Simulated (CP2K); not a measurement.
Crystal: MgO2.

```
CELL_PARAMETERS angstrom
3.95494 0.00000 0.00000
2.65264 2.93344 0.00000
2.65264 1.17764 2.68667
ATOMIC_POSITIONS crystal
Mg 0.00000 0.00000 0.00000
O 0.57121 0.57121 0.57121
O 0.42879 0.42879 0.42879
```

The cell comes from a database or a generator and needn't be the stable form of this composition.

Program: CP2K 2026.2. Alike in all runs: task band structure; no spin polarisation; cell as given; k mesh 10 × 10 × 10.

Question: Order these runs on this cell by their pressure, lowest first.
A. level LDA; potentials or basis GTH_POTENTIALS Mg GTH-PADE-q10, O GTH-PADE-q6; TZVP-MOLOPT-PBE-GTH basis; smearing fermi-dirac 0.05 eV; NGRIDS 5; points a segment of the path (NPOINTS) 8; bands added on the path 4
B. level r2SCAN; potentials or basis POTENTIAL_UZH Mg GTH-SCAN-q10, O GTH-SCAN-q6; TZVP-MOLOPT-SCAN-GTH basis; smearing fermi-dirac 0.1 eV; NGRIDS 4; points a segment of the path (NPOINTS) 6; bands added on the path 6
C. level PBEsol; potentials or basis POTENTIAL_UZH Mg GTH-PBE-q10, O GTH-PBE-q6; TZVP-MOLOPT-PBE-GTH basis; smearing fermi-dirac 0.05 eV; NGRIDS 4; points a segment of the path (NPOINTS) 6; bands added on the path 2

Answer: A (-7.0 GPa), B (-3.1 GPa), C (-1.4 GPa).

Caveats: the basis of atomic orbitals isn't converged, which shifts pressures, moduli and gaps; the potentials were made for another functional, which shifts forces and pressure (some runs).
